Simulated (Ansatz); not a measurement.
**BaS in Ansatz: convergence with k mesh**

BaS:

```
Ba S
1.0
     0.00000    3.19375    3.19375
     3.19375    0.00000    3.19375
     3.19375    3.19375    0.00000
Ba S
1 1
Direct
  0.00000 0.00000 0.00000
  0.50000 0.50000 0.50000
```

* Program: Ansatz 0.2.0
* Task: convergence study
* Functional: PBE
* Potentials or basis: all-electron LAPW, scalar-relativistic
* Cutoff: 137 eV (chosen from the basis error)
* Basis error allowed: 0.001 eV/atom
* k mesh: 1 × 1 × 1
* Occupations: fermi-dirac, width 0.05 eV
* Spin: no spin polarisation

These are the settings of the first run; the series varies k mesh, with any setting tied to it.

Hardware: 1 thread of Arm Neoverse V1, with other jobs on the host.

Question: The values tried are 1 × 1 × 1, 2 × 2 × 2, 4 × 4 × 4, 5 × 5 × 5, 6 × 6 × 6, 7 × 7 × 7, 8 × 8 × 8, 10 × 10 × 10, loosest first. From which on does the pressure stay within 0.1 GPa of the tightest run that finished?

Answer: From 4 × 4 × 4 on.

| k mesh | energy less the tightest run, at zero smearing (meV/atom) | pressure (GPa) | gap on the mesh (eV) | SCF cycles | CPU time (s) | peak memory (GiB) |
| --- | --- | --- | --- | --- | --- | --- |
| 1 × 1 × 1 | 2789.04 | 15.41 | 2.808 | 7 | 1.2 | 0.21 |
| 2 × 2 × 2 | 132.37 | 1.87 | 2.070 | 7 | 1.5 | 0.21 |
| 4 × 4 × 4 | 2.11 | 0.87 | 2.202 | 7 | 2.3 | 0.22 |
| 5 × 5 × 5 | 0.36 | 0.84 | 2.318 | 7 | 2.6 | 0.23 |
| 6 × 6 × 6 | 0.07 | 0.84 | 2.206 | 7 | 3.5 | 0.24 |
| 7 × 7 × 7 | 0.01 | 0.83 | 2.264 | 7 | 4.1 | 0.24 |
| 8 × 8 × 8 | 0.00 | 0.83 | 2.206 | 7 | 5.6 | 0.26 |
| 10 × 10 × 10 | 0.00 | 0.83 | 2.206 | 7 | 8.3 | 0.29 |

Against the tightest run, the energy stays within 1 meV/atom from 5 × 5 × 5 on; the gap on the mesh stays within 0.01 eV from 8 × 8 × 8 on. Meshes of other sizes hit other points, so gaps and Fermi surfaces needn't settle smoothly. The tightest run that finished is the yardstick and may itself not be fully converged.

Caveat, for the tightest run too: spin-orbit coupling is left out, which moves the levels of the heavy elements.
